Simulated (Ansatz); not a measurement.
**Structure search for Zn4O**

Theory: DFT PBE, scalar-relativistic, plane waves, PAW (Ansatz 0.2.0). Settings: cutoff 420 eV, Γ-centred meshes spaced at most about 0.3 Å⁻¹, and about 0.25 Å⁻¹ or finer for metals (2π included), Gaussian smearing. No spin polarisation.

The zero of energy is the elements' standard structures at the same level (O₂ as a molecule); no fitted shifts are applied.

Temperature and zero-point effects are left out. Larger cells and other orderings weren't all tried, so the list isn't exhaustive. For metals, differences of a few meV/atom aren't resolved.

Invented guesses were relaxed alike, and ends that match in structure were merged. ΔE counts from the first row. Coordination counts Zn atoms around O (those within 1.25 times the shortest such distance or 1.15 times the sum of covalent radii, 1.27 where that leaves under three; a plus sign parts nearer from farther groups). The ends were matched against large subsets of the Crystallography Open Database and the Materials Project, so a missing match doesn't prove that a structure is unreported.

```
#                          reached from  type and space group  atoms  Å³/atom  coordination  ΔE (meV/atom)  gap on mesh (eV)  in databases
1                           random cell        P3m1 (No. 156)      5     14.5           O 4              0              0.00      no match
2                     FeCu4 type (R-3m)        R-3m (No. 166)      5     13.6           O 6             14              0.00      no match
3   OsO4 type (C2), changed on relaxing       I-42m (No. 121)      5     14.3           O 4             45              0.00      no match
4                     SnI4 type (P-43m)       P-43m (No. 215)      5     14.5           O 4             81              0.00      no match
5  VF4 type (C2/m), changed on relaxing         Cmmm (No. 65)      5     14.1           O 6            134              0.00      no match
6                           random cell        P31m (No. 157)      5     19.5         O 1+3            141              0.00      no match
```

The lowest: Space group P3m1 (No. 156), trigonal, a = 3.040 Å, c = 9.037 Å. Zn on its first site is surrounded by 1 O at 1.92 Å, 3 Zn at 2.64 Å and 6 Zn at 3.04 Å; Zn on its second site has 3 O at 2.00 Å, 3 Zn at 2.77 Å and 6 Zn at 3.04 Å; Zn on its third site has 6 Zn at 2.70–2.77 Å and 6 Zn at 3.04 Å; Zn on its fourth site is surrounded by 6 Zn at 2.64–2.70 Å and 6 Zn at 3.04 Å; O has 4 Zn at 1.92–2.00 Å. Its energy over the elements is −0.43 eV/atom. Whether it is stable depends on the other phases of the system, which aren't compared here. An observed structure of this formula, if there is one, may be missing.

```cif
data_structure
_symmetry_space_group_name_H-M 'P3m1'
_symmetry_Int_Tables_number 156
_cell_length_a 3.0397
_cell_length_b 3.0397
_cell_length_c 9.0371
_cell_angle_alpha 90.000
_cell_angle_beta 90.000
_cell_angle_gamma 120.000
_cell_volume 72.31
loop_
_atom_site_label
_atom_site_type_symbol
_atom_site_symmetry_multiplicity
_atom_site_Wyckoff_symbol
_atom_site_fract_x
_atom_site_fract_y
_atom_site_fract_z
_atom_site_occupancy
Zn1 Zn 1 a 0.00000 0.00000 0.01879 1
Zn2 Zn 1 b 0.33333 0.66667 0.69995 1
Zn3 Zn 1 c 0.66667 0.33333 0.46340 1
Zn4 Zn 1 b 0.33333 0.66667 0.23631 1
O1 O 1 a 0.00000 0.00000 0.80607 1
```

The second: Space group R-3m (No. 166), trigonal, a = 2.982 Å, c = 26.444 Å. Zn on its first site is surrounded by 3 O at 2.17 Å, 3 Zn at 2.68 Å, 6 Zn at 2.98 Å and 3 Zn at 3.15 Å; Zn on its second site has 6 Zn at 2.68–2.69 Å and 6 Zn at 2.98 Å; around O lie 6 Zn at 2.17 Å. Counting Zn atoms around O, the first has O 4 and the second has O 6. Cells relaxed within their symmetry can be saddle points. Some candidate types were left out of the draw beforehand, so a known form may be missing.
